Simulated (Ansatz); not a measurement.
# WS2: the cost of one run

Program: Ansatz 0.2.0. Level of theory: DFT PBEsol, scalar-relativistic, plane waves, PAW. These are calculated values, not measurements.

4 further runs of the same task are left out: 1 that didn't finish, 3 set aside as unsound or not needed.

**1. The structure to begin with**

Symmetry: P-6m2, No. 187, hexagonal system. The conventional cell has a = 3.146 Å, b = 3.146 Å, c = 16.953 Å, α = 90.00°, β = 90.00°, γ = 120.00°. W (site symmetry -6m2) has 6 S at 2.40 Å as nearest neighbours. S (site symmetry 3m) is surrounded by 3 W at 2.40 Å.

Coordinates:

```cif
data_structure
_symmetry_space_group_name_H-M 'P-6m2'
_symmetry_Int_Tables_number 187
_cell_length_a 3.1458
_cell_length_b 3.1458
_cell_length_c 16.9534
_cell_angle_alpha 90.000
_cell_angle_beta 90.000
_cell_angle_gamma 120.000
_cell_volume 145.29
loop_
_atom_site_label
_atom_site_type_symbol
_atom_site_symmetry_multiplicity
_atom_site_Wyckoff_symbol
_atom_site_fract_x
_atom_site_fract_y
_atom_site_fract_z
_atom_site_occupancy
W1 W 1 c 0.33333 0.66667 0.00000 1
S1 S 2 i 0.66667 0.33333 0.90758 1
```

It goes back to an entry of the Materials Project, which need not be the stable form.

This cell was relaxed beforehand with the same method: volume 48.43 Å³/atom, gap on the mesh 1.94 eV.

**2. Zero of energy**

Reference values: F = -12029.0546 eV; pressure -0.01 GPa; largest force 0.002 eV/Å; gap on the mesh 1.94 eV. It was computed beforehand with the settings of the runs below.

**3. Next: a strain scan**

The cell is strained by ε times the Voigt pattern (0, 1, 0, 0, 0, 0) (xx, yy, zz, yz, xz, xy; engineering shear), with fractional coordinates fixed (clamped ions). The stress on the pattern is the sum of the stress components weighted by it, tension positive.

**4. ε = -0.0200**

The input, input.yaml:

```yaml
crystal:
  lattice:
    - [3.1457762098, 0.0, 0.0]
    - [-1.5728881049, 2.6698356701, 0.0]
    - [0.0, 0.0, 16.9534209708]
  atoms:
    - { symbol: W, position: [0.3333333333, 0.6666666667, 0.0] }
    - { symbol: S, position: [0.6666666667, 0.3333333333, 0.907576148] }
    - { symbol: S, position: [0.6666666667, 0.3333333333, 0.092423852] }
basis:
  ecutwfc: 420
kpoints:
  mp_grid: { grid: [12, 12, 2] }
hamiltonian:
  xc: pbesol
scf:
  occupations: { method: gaussian, width: 0.05 }
output:
  forces: true
  stress: true
  eigenvalues: true
```

Started as:

```sh
$ ansatz run input.yaml --threads 1 --pin off --max-ram 2560MiB --backend cpu --events-out ev --progress --plain --runs-dir out
```

**Question.** How long does this run take on 1 thread of Arm Neoverse V2, shared host, and how much memory does it need?

About 15 s, with a peak of 0.45 GiB.
